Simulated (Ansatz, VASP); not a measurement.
**AlFe: VASP beside Ansatz**

```xyz
2
Lattice="2.9100 0.0000 0.0000 0.0000 2.9100 0.0000 0.0000 0.0000 2.9100" Properties=species:S:1:pos:R:3 pbc="T T T"
Al    0.0000    0.0000    0.0000
Fe    1.4550    1.4550    1.4550
```

Alike in both runs: functional PBE; k mesh 11 × 11 × 11; occupations fermi-dirac, width 0.05 eV; collinear spin.

Ansatz relaxed the structure, and its values are those at the end. VASP's run is a single point on that final structure, the one shown.

```csv
,VASP,Ansatz
version,VASP 6.6.1,Ansatz 0.2.0
potentials or method,"VASP PAW PBE potentials, release 64 (Al, Fe)","plane-wave PAW, scalar-relativistic"
plane-wave cutoff (eV),520,420
valence electrons in the cell,11,19
```

|  | VASP | Ansatz | Ansatz less VASP |
| --- | --- | --- | --- |
| pressure (GPa) | -6.0 | -6.0 | +0.01 |
| net moment per atom (μB) | 0.36 | 0.36 | 0.000 |
| size of the moment on the site where the two differ most (μB) | 0.03 | 0.03 | +0.005 |

Site moments also hang on the region over which each program counts them. The two sets of potentials don't hold the same shells in valence. Ansatz warned: «stress_scf_threshold_loose».
